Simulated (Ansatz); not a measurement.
## TiH2: projected density of states with r2SCAN+U

The system is TiH2.

```
CELL_PARAMETERS angstrom
-1.59650 1.59650 2.13350
1.59650 -1.59650 2.13350
1.59650 1.59650 -2.13350
ATOMIC_POSITIONS crystal
Ti 0.00000 0.00000 0.00000
H 0.25000 0.75000 0.50000
H 0.75000 0.25000 0.50000
```

* Program: Ansatz 0.2.0
* Task: projected density of states
* Functional: r2SCAN
* Potentials or basis: Ansatz PAW
* Cutoff: 500 eV (not typed: the program's choice for these potentials)
* k mesh: 12 × 12 × 12
* Occupations: fermi-dirac, width 0.05 eV
* Spin: no spin polarisation
* Hubbard terms: Ti d U = 4 eV
* Hubbard projectors: ortho-atomic (the default)
* Double counting: fll (the default)

```
Pressure                             : 9.8 GPa
Band gap on the k mesh               : none (metal or under the smearing width)
Density of states at the Fermi level : 0.49 states/eV per cell
```

Stress tensor (GPa, compression positive):
```
14.21  0.00  0.00
 0.00 14.21  0.00
 0.00  0.00  1.06
```

Levels at points of the mesh, in eV from the Fermi level:
```tsv
k point	band 5	band 6	band 7	band 8	band 9	band 10
(0.00, 0.00, 0.00)	-11.49	-0.03	0.02	0.27	0.27	1.50
(0.00, 0.00, -0.50)	-6.25	-5.90	-3.93	2.75	3.26	3.88
(0.00, -0.50, 0.00)	-7.61	-5.96	-1.06	1.05	2.47	3.28
(-0.50, -0.50, -0.50)	-6.03	-5.59	-2.25	1.15	3.13	3.13
```

States per cell in windows of 0.5 eV (zero at the Fermi level; states under -8 eV left out):
| from (eV) | total | Ti 3d | H 1s | Ti 4s | Ti 3p | Ti 3s |
| --- | --- | --- | --- | --- | --- | --- |
| -8.0 | 0.28 | 0.05 | 0.17 | 0.05 | 0.01 | 0.01 |
| -7.5 | 0.32 | 0.06 | 0.20 | 0.04 | 0.01 | 0.00 |
| -7.0 | 0.33 | 0.07 | 0.22 | 0.03 | 0.01 | 0.00 |
| -6.5 | 0.47 | 0.12 | 0.32 | 0.01 | 0.01 | 0.00 |
| -6.0 | 0.98 | 0.30 | 0.65 | 0.00 | 0.02 | 0.00 |
| -5.5 | 0.35 | 0.14 | 0.20 | 0.00 | 0.00 | 0.00 |
| -5.0 | 0.19 | 0.08 | 0.11 | 0.00 | 0.00 | 0.00 |
| -4.5 | 0.12 | 0.05 | 0.06 | 0.00 | 0.00 | 0.00 |
| -4.0 | 0.12 | 0.08 | 0.04 | 0.00 | 0.00 | 0.00 |
| -3.5 | 0.20 | 0.16 | 0.03 | 0.01 | 0.00 | 0.00 |
| -3.0 | 0.22 | 0.19 | 0.02 | 0.00 | 0.00 | 0.00 |
| -2.5 | 0.26 | 0.23 | 0.02 | 0.00 | 0.00 | 0.00 |
| -2.0 | 0.36 | 0.33 | 0.01 | 0.00 | 0.00 | 0.00 |
| -1.5 | 0.44 | 0.42 | 0.01 | 0.00 | 0.00 | 0.00 |
| -1.0 | 0.39 | 0.38 | 0.00 | 0.00 | 0.00 | 0.00 |
| -0.5 | 0.23 | 0.23 | 0.00 | 0.00 | 0.00 | 0.00 |
| 0.0 | 0.35 | 0.34 | 0.00 | 0.00 | 0.00 | 0.00 |
| 0.5 | 0.56 | 0.54 | 0.00 | 0.00 | 0.00 | 0.00 |
| 1.0 | 0.79 | 0.76 | 0.00 | 0.00 | 0.00 | 0.00 |
| 1.5 | 0.75 | 0.72 | 0.01 | 0.01 | 0.00 | 0.00 |
| 2.0 | 0.96 | 0.93 | 0.01 | 0.00 | 0.00 | 0.00 |
| 2.5 | 1.00 | 0.95 | 0.02 | 0.00 | 0.00 | 0.00 |
| 3.0 | 0.93 | 0.85 | 0.05 | 0.01 | 0.00 | 0.00 |
| 3.5 | 0.57 | 0.45 | 0.06 | 0.02 | 0.00 | 0.00 |
| 4.0 | 0.18 | 0.12 | 0.04 | 0.01 | 0.00 | 0.00 |
| 4.5 | 0.34 | 0.20 | 0.08 | 0.04 | 0.00 | 0.00 |
| 5.0 | 0.65 | 0.35 | 0.15 | 0.10 | 0.00 | 0.00 |
| 5.5 | 0.57 | 0.29 | 0.19 | 0.04 | 0.00 | 0.00 |
| 6.0 | 0.31 | 0.11 | 0.08 | 0.07 | 0.00 | 0.00 |
| 6.5 | 0.36 | 0.06 | 0.05 | 0.14 | 0.00 | 0.01 |
| 7.0 | 0.38 | 0.04 | 0.03 | 0.10 | 0.00 | 0.01 |
| 7.5 | 0.63 | 0.05 | 0.03 | 0.11 | 0.00 | 0.01 |

Eigenvalues of the final occupation matrices:
| site | spin | trace | eigenvalues |
| --- | --- | --- | --- |
| site 1 | 1 | 1.46 | 0.16 0.16 0.21 0.21 0.71 |

It took 9 s on 2 threads of AMD EPYC 7R43 64-Core Processor (Zen 3), with other jobs on the host, peak memory 0.49 GiB.

Caveat: U without spin polarisation on a metal has little footing; the PAW data sets come from PBE, with cores solved anew for the run's functional, which leaves a small shift of forces and pressure; the U is typed as a test and isn't derived for this compound; the density of states is complete only up to the lowest level of the last band computed.
